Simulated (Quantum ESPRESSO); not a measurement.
## As under changes of volume

One of the cells (21.530 Å³/atom); the others are scaled copies at fixed shape and fractional positions:

```
CELL_PARAMETERS angstrom
1.88080 1.08588 3.51406
-1.88080 1.08588 3.51406
0.00000 -2.17176 3.51406
ATOMIC_POSITIONS crystal
As 0.22600 0.22600 0.22600
As 0.77400 0.77400 0.77400
```

```yaml
Program: Quantum ESPRESSO 7.5
Functional: PBEsol
Potentials_or_basis: PseudoDojo 0.4.1 SR PBEsol standard
Cutoff: 1143 eV
Density_cutoff: 4572 eV
k_mesh: 9 × 9 × 9
Occupations: fermi-dirac, width 0.05 eV
Spin: no spin polarisation
```

```csv
volume (Å³/atom),energy over the lowest point (meV/atom),pressure (GPa),largest force (eV/Å)
20.239,?,?,?
20.669,10.82,3.8,0.667
21.100,3.09,2.0,0.516
21.530,0.00,0.3,0.375
21.961,1.11,-1.2,0.243
22.392,6.02,-2.5,0.119
22.822,14.34,-3.7,0.002
```

What does the run at 20.239 Å³/atom give?

Energy over the lowest point 23.70 meV/atom; pressure 5.8 GPa; largest force 0.828 eV/Å.

Worked out: A Birch-Murnaghan fit of order 3 (a polynomial in V^(-2/3)) to the other rows has its minimum at 21.63 Å³/atom with B0 = V·E''(V) = 77 GPa and B' = 4.1 at fixed shape and positions, which overstates the stiffness. It gives 23.66 meV/atom at 20.239 Å³/atom, against the run's 23.70, and -dE/dV = 5.8 GPa, against 5.8.

Energies are extrapolated to zero smearing.
